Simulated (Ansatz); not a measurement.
# Cu3Au (Auricupride) (Pm-3m) in Ansatz: further runs

One crystal, Cu3Au (Auricupride), is run at these levels: PBE, PBE+D3(BJ); tasks: single point, relaxation of cell and atoms.

Everything below comes from runs of Ansatz 0.2.0. Logs are shortened: lines on timing, memory, paths and dates and some standing lists are left out, and cuts for length are marked.

### Step 1. The structure

Symmetry: Pm-3m, No. 221, cubic system. Conventional cell: a = 3.740 Å, b = 3.740 Å, c = 3.740 Å, α = 90.00°, β = 90.00°, γ = 90.00°. Au (site symmetry m-3m) is surrounded by 12 Cu at 2.64 Å. Cu (site symmetry 4/mmm) is surrounded by 4 Au at 2.64 Å and 8 Cu at 2.64 Å.

### Step 2. Single point, PBE

input.yaml

```yaml
crystal:
  lattice:
    - [3.74, 0.0, 0.0]
    - [0.0, 3.74, 0.0]
    - [0.0, 0.0, 3.74]
  atoms:
    - { symbol: Au, position: [0.0, 0.0, 0.0] }
    - { symbol: Cu, position: [0.5, 0.5, 0.0] }
    - { symbol: Cu, position: [0.5, 0.0, 0.5] }
    - { symbol: Cu, position: [0.0, 0.5, 0.5] }
hamiltonian:
  xc: pbe
  pseudopotentials: { kind: paw }
kpoints:
  mp_grid: { grid: [7, 7, 7] }
scf:
  occupations: { method: gaussian, width: 0.024 }
output:
  forces: true
  stress: true
  eigenvalues: true
```

Potentials or basis: Ansatz PAW.

Started as:

```
> ansatz run input.yaml --threads 2 --pin off --max-ram 5632MiB --backend cpu --events-out ev --progress --plain --runs-dir out
```

The log of the run:

```text
Warning: RAYON_NUM_THREADS=2 ignored (pool sized by the plan → 2); use --threads N
Engine: ansatz 0.2.0, aarch64-unknown-linux-gnu
Pseudopotentials: kind: paw
Pseudopotential: Au, paw, valence charge 19, recommended cutoff 420 eV (normal), Au.paw.azcp
Pseudopotential: Cu, paw, valence charge 19, recommended cutoff 420 eV (normal), Cu.paw.azcp
Functional definition: PBE
  parameter kappa = 0.804
  parameter beta = 0.06672455060314922
  exchange = pbe_x(kappa = kappa, mu = beta*pi^2/3)
  correlation = pbe_c(beta = beta)
Crystal: 4 atoms, lattice volume = 52.314 Å³
Basis set: ecut = 420 eV, 1021 PW (Γ), exchange–correlation on 50×50×50 points (8 copies of the dense FFT grid, shifted against one another)
Bands: 46, of which v1, the nominal top of the filled ones, is band 38 counted from 1 (37 counted from 0)
Symmetry: 48 space group operations
Space group: Pm-3m (ITA 221), of the structure as read, at distance tolerance 3.7e-5 Å
k-points: 20 of 343
Non-local potential: Au, projectors of the file, l = 0: 3, l = 1: 2, l = 2: 2, l = 3: 1
Non-local potential: Cu, projectors of the file, l = 0: 3, l = 1: 2, l = 2: 3, l = 3: 1
PAW form: soft (Blöchl's): semilocal exchange-correlation on the pseudo side does not see the compensation charge
PAW one-centre angular grid: Au, 590 points (default); XC on 64 Gauss nodes
PAW one-centre angular grid: Cu, 590 points (default); XC on 64 Gauss nodes
Initial density: superposition of atomic densities (neutral atoms: chi_scale 0, normalization atom), corrected by the library's trained network
Initial wavefunctions: pseudopotential atomic-orbital guess
Functional: x = pbe(κ = 0.804, μ = 0.2195149727645171), c = pbe(β = 0.06672455060314922)
SCF iter   1: F=—  HF=-33024.981308 eV  |F-HF|=—  |Δ(HF+E_count)|=         —  Δρ=1.52e-3  dr2=1.31e-3  ethr=1.77e-3  ⟨swp⟩=5.5  Hψ=3053  notcnv=0
preconditioner: auto → Kerker (q_TF=auto, 2.904 Å⁻¹)  [metal: Δε(μ)=0.015 eV  Ē_g=10.594 eV  σ=0.024 eV  W_gap=0.33  n_scr=18 (ndim 8)  ℏωp=34.1 eV  f_vac=0.000  D(μ)=5.39/eV (n_scr^D=80)]
SCF iter   2: F=—  HF=-33024.981824 eV  |F-HF|=—  |Δ(HF+E_count)|=   5.16e-4  Δρ=8.30e-4  dr2=4.05e-4  ethr=1.73e-6  ⟨swp⟩=2.1  Hψ=1688  notcnv=0  defer=29
SCF iter   3: F=—  HF=-33024.981908 eV  |F-HF|=—  |Δ(HF+E_count)|=   8.36e-5  Δρ=4.17e-4  dr2=9.87e-5  ethr=5.32e-7  ⟨swp⟩=2.0  Hψ=1265  notcnv=0  defer=29
SCF iter   4: F=—  HF=-33024.981851 eV  |F-HF|=—  |Δ(HF+E_count)|=   5.67e-5  Δρ=1.40e-4  dr2=1.24e-5  ethr=1.30e-7  ⟨swp⟩=2.0  Hψ=1149  notcnv=0  defer=29
SCF iter   5: F=—  HF=-33024.981848 eV  |F-HF|=—  |Δ(HF+E_count)|=   3.31e-6  Δρ=3.79e-5  dr2=1.29e-6  ethr=1.63e-8  ⟨swp⟩=2.0  Hψ=1409  notcnv=0  defer=29
SCF iter   6: F=—  HF=-33024.981847 eV  |F-HF|=—  |Δ(HF+E_count)|=   1.37e-7  Δρ=1.63e-5  dr2=2.21e-7  ethr=1.69e-9  ⟨swp⟩=2.3  Hψ=1333  notcnv=0  defer=29
SCF iter   7: F=-33024.981847 eV  HF=-33024.981847 eV  |F-HF|=6.42e-9  |Δ(HF+E_count)|=   4.23e-8  Δρ=4.85e-6  dr2=1.31e-8  ethr=1.32e-10  ⟨swp⟩=7.5  Hψ=3647  notcnv=0
SCF 1 converged in 7 iterations: F = -33024.981847 eV  dr2 = 1.31e-8
SCF converged after 7 iterations
Free energy (F): -33024.981847 eV
Harris-Foulkes:  -33024.981847 eV  (|F-HF|=6.42e-9)
Internal energy: -33024.980177 eV  (E = F + TS)
E sigma→0 (E₀):  -33024.981012 eV
Entropy (-TS):   -0.001670 eV (-0.417 meV/atom)
Fermi energy:    18.131100 eV
--- Per-component energies (eV) ---
  E_band       = -1253.344314
  E_kinetic    = 1504.970687
  E_local      = -14015.708845  (includes V_loc(G=0)·N_el)
  E_nonlocal   = 1249.894013
  E_hartree    = 6179.043781
  E_xc         = -496.889630
  E_vxc        = -622.293173  (∫ρ·V_xc dr)
  E_paw        = -14701.179797  (= ΣΔE_a)
  E_vpaw       = -1728.300270  (= ΣTr[D̂ρ^β])
  E_aug_tail   = 0.002033  (compensation charges beyond the density's cutoff)
  E_ewald      = -12745.112420
  E_smearing   = -0.001670  (= −TS)
  E_closure    = -0.000000  (closes the sum)
  Σ components = -33024.981847   (vs F -33024.981847, Δ=0.00e0)
--- Forces (eV/Å), atoms counted from 1 ---
  atom   1  Au    -0.00000000    -0.00000000     0.00000000
  atom   2  Cu     0.00000000     0.00000000     0.00000000
  atom   3  Cu     0.00000000    -0.00000000     0.00000000
  atom   4  Cu     0.00000000    -0.00000000     0.00000000
  max |Σ_I F_I| component: 2.28e-28 eV/Å
--- Stress (GPa, compression-positive) ---
        5.013425      -0.000000       0.000000
       -0.000000       5.013425       0.000000
        0.000000       0.000000       5.013425
  P = ⅓ Tr σ = 5.0134 GPa (50.134 kbar)
--- Band table (eV; the first three rows and the last of 20) ---
  k-point 0: bands = ["-94.2263", "-94.2180", "-94.2180", "-87.8339", "-51.6271", "-51.6271", "-51.6271", "-51.5986", "-51.5986", "-51.5986", "-51.5780", "-51.5780", "-51.5780", "-39.2580", "-39.2580", "-39.2580", "8.4713", "11.7584", "11.7584", "12.5992", "12.5992", "12.5992", "13.6133", "15.0792", "15.0792", "15.0792", "15.9516", "15.9516", "16.5490", "16.5915", "16.5915", "16.6982", "16.6982", "16.6982", "16.8466", "16.8466", "16.8466", "19.4278", "19.4278", "19.4278", "24.2509", "25.7704", "25.7704", "29.2068", "29.2068", "29.2068"]
  k-point 1: bands = ["-94.2260", "-94.2183", "-94.2179", "-87.8339", "-51.6258", "-51.6258", "-51.6248", "-51.5989", "-51.5989", "-51.5986", "-51.5804", "-51.5790", "-51.5790", "-39.2589", "-39.2581", "-39.2581", "8.7177", "11.8499", "11.8738", "12.6493", "12.6588", "12.6588", "13.6722", "15.0136", "15.1269", "15.1269", "15.8665", "15.9812", "16.3120", "16.3120", "16.4701", "16.4859", "16.5445", "16.6436", "16.6436", "16.6984", "16.8462", "18.1923", "20.1431", "20.1431", "24.7004", "25.6834", "27.0215", "28.8369", "28.9248", "28.9248"]
  k-point 2: bands = ["-94.2250", "-94.2193", "-94.2180", "-87.8339", "-51.6223", "-51.6223", "-51.6181", "-51.6000", "-51.6000", "-51.5988", "-51.5872", "-51.5813", "-51.5813", "-39.2609", "-39.2581", "-39.2581", "9.4189", "12.0741", "12.0884", "12.7730", "12.8193", "12.8193", "13.8209", "14.8550", "15.2059", "15.2059", "15.5690", "15.6302", "15.6302", "16.0622", "16.1841", "16.2391", "16.3489", "16.3489", "16.3608", "16.4559", "16.6987", "16.8454", "21.6202", "21.6202", "25.0719", "25.4656", "27.3918", "27.3918", "27.9507", "28.2362"]
  k-point 19: bands = ["-94.2210", "-94.2206", "-94.2206", "-87.8338", "-51.6387", "-51.6220", "-51.6219", "-51.6219", "-51.5831", "-51.5831", "-51.5824", "-51.5802", "-51.5802", "-39.2612", "-39.2611", "-39.2611", "11.7193", "11.7946", "11.7946", "12.8583", "13.7012", "13.7012", "14.9191", "15.0528", "15.0528", "15.2748", "15.2748", "15.3499", "15.9332", "16.0032", "16.0032", "16.3097", "16.5271", "16.5271", "16.5726", "16.6186", "16.6186", "17.7621", "17.7621", "17.8088", "21.1969", "22.5478", "22.5478", "23.3303", "35.5369", "35.5369"]
```

Run time: 1.3 s. Hardware: 2 threads of Arm Neoverse V2, shared host; peak memory 0.34 GiB.

Results:

```yaml
Free_energy: -33024.9818 eV
Pressure: 5.0 GPa
Band_gap_on_the_k_mesh: none (metal or under the smearing width)
```

### Step 3. Single point, PBE

Edit input.yaml of step 2 so:

```diff
@@ -16,3 +16,3 @@
 scf:
-  occupations: { method: gaussian, width: 0.024 }
+  occupations: { method: gaussian, width: 0.025 }
 output:
@@ -21 +21,5 @@
   eigenvalues: true
+  write_density: true
+  write_potential: true
+  elf: true
+  volumetric_format: npy
```

Potentials or basis: Ansatz PAW.

Started as:

```
> ansatz run input.yaml --threads 2 --pin off --max-ram 5632MiB --backend cpu --events-out ev --progress --plain --runs-dir out
```

Wall time 1.8 s (2 threads of Arm Neoverse V2, shared host); peak memory 0.35 GiB.

It converged, with:

- Free energy: -33024.9819 eV
- Pressure: 5.0 GPa
- Band gap on the k mesh: none (metal or under the smearing width)

Levels at points of the mesh, in eV from the Fermi level:
```csv
k point,band 35,band 36,band 37,band 38,band 39,band 40,band 41,band 42
"(0.00, 0.00, 0.00)",-1.28,-1.28,-1.28,1.30,1.30,1.30,6.12,7.64
```

Spin-orbit coupling is left out, which matters for the levels of Au.

### Step 4. Single point, PBE

Edit input.yaml of step 3 so:

```diff
@@ -16,3 +16,3 @@
 scf:
-  occupations: { method: gaussian, width: 0.025 }
+  occupations: { method: gaussian, width: 0.026 }
 output:
@@ -21,5 +21 @@
   eigenvalues: true
-  write_density: true
-  write_potential: true
-  elf: true
-  volumetric_format: npy
```

Started as:

```
> ansatz run input.yaml --threads 2 --pin off --max-ram 5632MiB --backend cpu --events-out ev --progress --plain --runs-dir out
```

Wall time 1.3 s (2 threads of Arm Neoverse V2, shared host); peak memory 0.34 GiB.

The run converged. Its results:

- Free energy: -33024.9820 eV
- Pressure: 5.0 GPa
- Band gap on the k mesh: none (metal or under the smearing width)

Levels at points of the mesh, in eV from the Fermi level:
```tsv
k point	band 35	band 36	band 37	band 38	band 39	band 40	band 41	band 42
(0.00, 0.00, 0.00)	-1.29	-1.29	-1.29	1.30	1.30	1.30	6.12	7.64
```

### Step 5. Relaxation of cell and atoms, PBE+D3(BJ)

Edit input.yaml of step 4 so:

```diff
@@ -13,2 +13,3 @@
   pseudopotentials: { kind: paw }
+  dispersion: d3bj
 kpoints:
@@ -16,3 +17,3 @@
 scf:
-  occupations: { method: gaussian, width: 0.026 }
+  occupations: { method: fermi_dirac, width: 0.05 }
 output:
@@ -21 +22,5 @@
   eigenvalues: true
+relax:
+  f_tol: 0.01
+  max_steps: 40
+  cell: { stress_tol: 0.05 }
```

Started as:

```
> ansatz run input.yaml --threads 2 --pin off --max-ram 5632MiB --backend cpu --events-out ev --progress --plain --runs-dir out
```

Run time: 6 s. Hardware: 2 threads of Arm Neoverse V2, shared host; peak memory 0.36 GiB.

Results (log left out):

- Free energy: -33027.4022 eV
- Relaxed volume: 12.85 Å³/atom
- Relaxed cell: a = 3.718 Å, b = 3.718 Å, c = 3.718 Å, α = 90.00°, β = 90.00°, γ = 90.00°
- Space group after relaxing (to 0.05 Å): Pm-3m (No. 221)
- Energy gained by relaxing: 1.9 meV/atom
- Ionic steps: 4
- Pressure after relaxing: 0.0 GPa
- Band gap on the k mesh: none (metal or under the smearing width)

Step by step:
```tsv
step	energy change (eV)	largest force (eV/Å)	volume (Å³)
1	0.0000	0.0000	52.31
2	-0.0082	0.0000	51.53
3	-0.0084	0.0000	51.41
4	-0.0078	0.0000	51.41
```

Final structure:
```cif
data_structure
_symmetry_space_group_name_H-M 'P 1'
_symmetry_Int_Tables_number 1
_cell_length_a 3.7184
_cell_length_b 3.7184
_cell_length_c 3.7184
_cell_angle_alpha 90.000
_cell_angle_beta 90.000
_cell_angle_gamma 90.000
_cell_volume 51.41
loop_
_atom_site_label
_atom_site_type_symbol
_atom_site_fract_x
_atom_site_fract_y
_atom_site_fract_z
_atom_site_occupancy
Au1 Au 0.00000 0.00000 0.00000 1
Cu1 Cu 0.50000 0.50000 0.00000 1
Cu2 Cu 0.50000 0.00000 0.50000 1
Cu3 Cu 0.00000 0.50000 0.50000 1
```

Levels at points of the mesh, in eV from the Fermi level:
```tsv
k point	band 35	band 36	band 37	band 38	band 39	band 40	band 41	band 42
(0.00, 0.00, 0.00)	-1.32	-1.32	-1.32	1.24	1.24	1.24	6.21	7.76
```

Caveat: the plane-wave basis is chosen anew once the cell has moved, so the energies of steps on either side of that aren't comparable; pairwise dispersion overbinds metals, which lowers pressure and volume.

### Step 6. Overview

| task | level | cell | smearing | gap on the mesh (eV) | pressure (GPa) |
| --- | --- | --- | --- | --- | --- |
| single point | PBE | as given | gaussian 0.024 eV | none | 5.0 |
| single point | PBE | as given | gaussian 0.025 eV | none | 5.0 |
| single point | PBE | as given | gaussian 0.026 eV | none | 5.0 |
| relaxation of cell and atoms | PBE+D3(BJ) | relaxed | fermi-dirac 0.05 eV | none | 0.0 |

Alike in all rows: potentials or basis Ansatz PAW; no spin polarisation; k mesh 7 × 7 × 7; cutoff (eV) 420.

Every run on the cell as given and a fine mesh finds a metal.

Caveats: the plane-wave basis is chosen anew once the cell has moved, so the energies of steps on either side of that aren't comparable (some runs); pairwise dispersion overbinds metals, which lowers pressure and volume (some runs).

Total energies depend on the potentials used, so only differences within one code and one set of settings carry meaning.
